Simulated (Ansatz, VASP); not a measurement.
# Zn in VASP and in Ansatz

File INCAR:

```
SYSTEM = Zn
ALGO = Normal
EDIFF = 1E-8
ENCUT = 520
GGA = PE
ISIF = 2
ISMEAR = -1
LASPH = .TRUE.
LCHARG = .FALSE.
LEFG = .TRUE.
LREAL = .FALSE.
LWAVE = .FALSE.
NBANDS = 12
NELM = 80
PREC = Accurate
SIGMA = 0.05
```

File KPOINTS:

```
k-points
0
G
  17 17 17
  0 0 0
```

POSCAR

```
Zn
1.0
   -1.5505705374      1.5505705374      1.5505705374
    1.5505705374     -1.5505705374      1.5505705374
    1.5505705374      1.5505705374     -1.5505705374
Zn
1
Direct
    0.0000000000      0.0000000000      0.0000000000
```

Input for Ansatz:

```yaml
crystal:
  lattice:
    - [-1.5505705374, 1.5505705374, 1.5505705374]
    - [1.5505705374, -1.5505705374, 1.5505705374]
    - [1.5505705374, 1.5505705374, -1.5505705374]
  atoms:
    - { symbol: Zn, position: [0.0, 0.0, 0.0] }
kpoints:
  mp_grid: { grid: [17, 17, 17] }
scf:
  occupations: { method: fermi_dirac, width: 0.05 }
hamiltonian:
  xc: pbe
  pseudopotentials: { kind: paw }
output:
  forces: true
  stress: true
  eigenvalues: true
  efg: { contact_densities: true }
  write_density: true
  write_potential: true
  elf: true
  volumetric_format: npy
```

Change from the starting cell: volume scaled by 0.97, PAW files.

Alike in both runs: task electric field gradients; functional PBE; k mesh 17 × 17 × 17; occupations fermi-dirac, width 0.05 eV; no spin polarisation.

```csv
,VASP,Ansatz
version,VASP 6.6.1,Ansatz 0.2.0
potentials or method,"VASP PAW PBE potentials, release 64 (Zn)","PAW with Ansatz's default frozen-core files, scalar-relativistic"
plane-wave cutoff (eV),520,420
valence electrons in the cell,12,12
```

```csv
,VASP,Ansatz,Ansatz less VASP
pressure (GPa),2.4,2.1,-0.32
Vzz of the field gradient on the site that differs most (V/Å²),0.0,0.0,+0.01
```
